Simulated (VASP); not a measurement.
# V: electric field gradients with PBEsol+U

Crystal: V.

```xyz
1
Lattice="-1.5144 1.5144 1.5144 1.5144 -1.5144 1.5144 1.5144 1.5144 -1.5144" Properties=species:S:1:pos:R:3 pbc="T T T"
V     0.0000    0.0000    0.0000
```

```yaml
Program: VASP 6.6.1
Task: electric field gradients
Functional: PBEsol
Potentials_or_basis: VASP PAW PBE potentials, release 64 (V)
Cutoff: 500 eV
k_mesh: 12 × 12 × 12
Occupations: tetrahedron
Spin: collinear spin, ferromagnetic start
Starting_moments: "[2.0] μB"
Hubbard_terms: V d U = 6 eV, J = 1.0 eV
LDAUTYPE: 2
Hund's_J: 1
Further_INCAR_settings: ALGO = Normal; EDIFF = 1e-08
```

```yaml
Pressure: 29.6 GPa
Band_gap_on_the_k_mesh: none (metal or under the smearing width)
Net_moment: 2.05 μB per cell
Site_moments: V +2.08 μB
Valence_electrons_inside_the_program's_atomic_spheres: V 4.69
```

Levels at points of the mesh, in eV from the Fermi level:
Spin up:
```csv
k point,band 1,band 2,band 3,band 4,band 5,band 6,band 7
"(0.00, 0.00, 0.00)",-8.27,-2.96,-2.96,-2.96,2.23,2.23,19.02
"(0.50, 0.00, 0.00)",-5.39,-4.41,-0.15,0.67,1.36,2.57,7.52
"(0.50, 0.50, 0.50)",-3.11,-3.11,0.30,0.30,0.30,8.00,8.00
```
Spin down:
```
           k point  band 1  band 2  band 3  band 4
(0.00, 0.00, 0.00)   -7.29    2.71    2.71    2.71
(0.50, 0.00, 0.00)   -2.35    0.73    1.10    3.23
(0.50, 0.50, 0.50)   -2.64   -2.64    5.90    5.90
```

Electric field gradients, principal values (V/Å²):
| atom | Vxx | Vyy | Vzz |
| --- | --- | --- | --- |
| 1 V | 0.000 | 0.000 | 0.000 |

Eigenvalues of the final occupation matrices:
| site | spin | trace | eigenvalues |
| --- | --- | --- | --- |
| site 1 d | 1 | 2.68 | 0.22 0.22 0.75 0.75 0.75 |
| site 1 d | 2 | 0.73 | 0.06 0.06 0.06 0.27 0.27 |

Run time: 43 s on 1 thread of Intel(R) Xeon(R) Platinum 8259CL CPU @ 2.50GHz (Skylake/Cascade Lake) (shared host), peak memory 0.14 GiB.

Caveat: a pressure of tens of GPa on the cell as given is suspect, and the run, the potentials or the cell itself is likely at fault; the PAW data sets were made with another functional, which shifts forces and pressure a little; the U is typed as a test and isn't derived for this compound. The state reached can hang on the start; a lower one may exist.
